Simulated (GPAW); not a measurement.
Crystal: MnS.

```
Mn S
1.0
     0.00000    2.47346    2.47346
     2.47346    0.00000    2.47346
     2.47346    2.47346    0.00000
Mn S
1 1
Direct
  0.00000 0.00000 0.00000
  0.75000 0.75000 0.75000
```

The cell is a database's computed one.

Base run:

| Item | Value |
| --- | --- |
| Program | GPAW 26.7.0 |
| Functional | PBEsol |
| Potentials or basis | PAW data sets generated in the run's folder for this functional |
| Cutoff | 600 eV |
| Basis | pw |
| k mesh | 9 × 9 × 9 |
| Occupations | fermi-dirac, width 0.05 eV |
| Spin | collinear spin, ferromagnetic start |
| Starting moments | [4.0, 0.0] μB |

Its results: pressure -2.3 GPa; net moment 0.22 μB per cell; site moments Mn +0.21; S -0.00 μB.

**Question.** The run is repeated on the same cell with these changes: hubbard terms from none to Mn d U = 4 eV. What comes out?

**Answer.** Pressure 49.9 GPa; net moment 4.43 μB per cell; site moments Mn +4.06; S +0.02 μB.

Caveats: the moment fell far below its start of 4 μB, so a state of higher moment may lie lower in energy (some runs); a pressure of tens of GPa on the cell as given is suspect, and the run, the potentials or the cell itself is likely at fault (some runs); a cell with one magnetic atom can't hold antiferromagnetic order, which such compounds often take (some runs).

Not every run made on this cell is shown here.
